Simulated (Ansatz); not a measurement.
Steps from a short run of molecular dynamics on a 2×2×1 supercell (16 atoms) of CuGaSe2 (ordering on zincblende), relaxed with r2SCAN; forces from PBE in the PAW code Ansatz, 2×2×2 mesh, Fermi-Dirac smearing of 0.190 eV, Langevin thermostat and barostat (NPT), set at 2200 K. Classical nuclei, no spin polarisation; a few dozen steps show the first response, not equilibrium. The structure comes from a prototype and may be hypothetical.

Task: At 3 fs the positions in Å are
```
cell (Å): 7.862 0.000 0.000; 0.000 7.862 0.000; 0.000 0.000 5.643
Cu  -0.005  -0.001   0.012
Se   0.007   1.976   1.390
Ga   1.987   1.947   2.807
Se   1.941  -0.002   4.281
Cu  -0.004   3.928   0.002
Se  -0.006   5.919   1.363
Ga   1.995   5.925   2.812
Se   1.956   3.915   4.257
Cu   3.939  -0.005   0.007
Se   3.939   1.990   1.381
Ga   5.875   1.946   2.837
Se   5.900  -0.001   4.286
Cu   3.951   3.916  -0.010
Se   3.906   5.902   1.372
Ga   5.892   5.896   2.801
Se   5.910   3.927   4.253
```
What are the forces, and how far does the free energy (smearing included) lie above that of step 0, with the atoms on their sites?

Result: 2.8 meV an atom; forces in eV/Å:
```
cell (Å), as above: 7.862 0.000 0.000; 0.000 7.862 0.000; 0.000 0.000 5.643
Cu  -0.027   0.141   0.024
Se  -0.136  -0.056  -0.249
Ga  -0.143   0.070   0.167
Se   0.220   0.066   0.185
Cu   0.042   0.043   0.020
Se   0.119  -0.190  -0.114
Ga  -0.389  -0.245   0.218
Se   0.106   0.175   0.184
Cu  -0.088   0.104  -0.028
Se   0.016  -0.219  -0.367
Ga   0.227   0.053  -0.046
Se  -0.081  -0.124   0.114
Cu  -0.091   0.129  -0.102
Se   0.300  -0.073  -0.394
Ga  -0.007   0.053   0.110
Se  -0.069   0.074   0.277
```

Task: At 6 fs the positions in Å are
```
cell (Å): 7.861 0.000 0.000; 0.000 7.861 0.000; 0.000 0.000 5.642
Cu  -0.001  -0.001   0.028
Se   0.014   1.987   1.405
Ga   2.003   1.929   2.795
Se   1.917  -0.007   4.288
Cu  -0.011   3.924   0.005
Se  -0.005   5.940   1.356
Ga   2.026   5.954   2.801
Se   1.950   3.898   4.242
Cu   3.945  -0.003   0.013
Se   3.951   2.015   1.392
Ga   5.857   1.927   2.851
Se   5.904  -0.002   4.301
Cu   3.967   3.900  -0.023
Se   3.877   5.904   1.378
Ga   5.887   5.900   2.775
Se   5.923   3.923   4.237
```
What are the forces, and how far does the free energy (smearing included) lie above that of step 0, with the atoms on their sites?

Result: 10.5 meV an atom; forces in eV/Å:
```
cell (Å), as above: 7.861 0.000 0.000; 0.000 7.861 0.000; 0.000 0.000 5.642
Cu  -0.086   0.287   0.016
Se  -0.254  -0.116  -0.277
Ga  -0.245   0.131   0.305
Se   0.435   0.156   0.178
Cu   0.102   0.098   0.021
Se   0.194  -0.397  -0.034
Ga  -0.871  -0.489   0.528
Se   0.176   0.342   0.186
Cu  -0.161   0.158  -0.034
Se  -0.016  -0.404  -0.523
Ga   0.440   0.106  -0.044
Se  -0.138  -0.238   0.031
Cu  -0.159   0.236  -0.191
Se   0.703  -0.103  -0.742
Ga   0.015   0.068   0.276
Se  -0.136   0.164   0.304
```
